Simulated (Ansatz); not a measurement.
Crystal: PbS.

```
Pb S
1.0
     2.05694   -3.56583    0.00000
     2.05694    3.56583    0.00000
     0.00000    0.00000    7.55994
Pb S
2 2
Direct
  0.99897 0.00103 0.01327
  0.00103 0.99897 0.51327
  0.33285 0.66715 0.80753
  0.66715 0.33285 0.30753
```

The cell comes from a database or a generator and needn't be the stable form of this composition.

| Item | Value |
| --- | --- |
| Program | Ansatz 0.2.0 |
| Task | single point |
| Functional | PBE |
| Potentials or basis | Ansatz PAW |
| Cutoff | 420 eV (not typed: the program's choice for these potentials) |
| k mesh | 8 × 8 × 4 |
| Occupations | fermi-dirac, width 0.05 eV |
| Spin | no spin polarisation |

On this cell: pressure 1.0 GPa; largest force 0.060 eV/Å; band gap on the k mesh 0.61 eV, indirect (least direct gap 1.14 eV).

The same run follows on a disturbed copy (atoms moved at random, drawn with an rms of 0.05 Å):

```
Pb S
1.0
     2.05694   -3.56583    0.00000
     2.05694    3.56583    0.00000
     0.00000    0.00000    7.55994
Pb S
2 2
Direct
  0.00544 0.00414 0.01495
  0.00135 0.99474 0.51937
  0.32442 0.65207 0.79804
  0.66138 0.32339 0.31008
```

Question: What does the disturbed cell give?

Answer: The energy moves by +3.7 meV/atom; pressure 0.5 GPa; largest force 0.294 eV/Å; band gap on the k mesh 0.49 eV, indirect (least direct gap 0.94 eV).

Forces on the atoms (eV/Å):
```
Pb  -0.092 -0.025  0.025
Pb  -0.047  0.011 -0.074
S    0.117  0.034  0.268
S    0.021 -0.019 -0.218
```

Stress tensor (GPa, compression positive):
```
 0.79  0.11 -0.32
 0.11  0.64 -0.04
-0.32 -0.04  0.15
```

Caveats: spin-orbit coupling is left out, which as a rule narrows the gap of such compounds by several tenths of an eV.

A k mesh can miss the band edges.
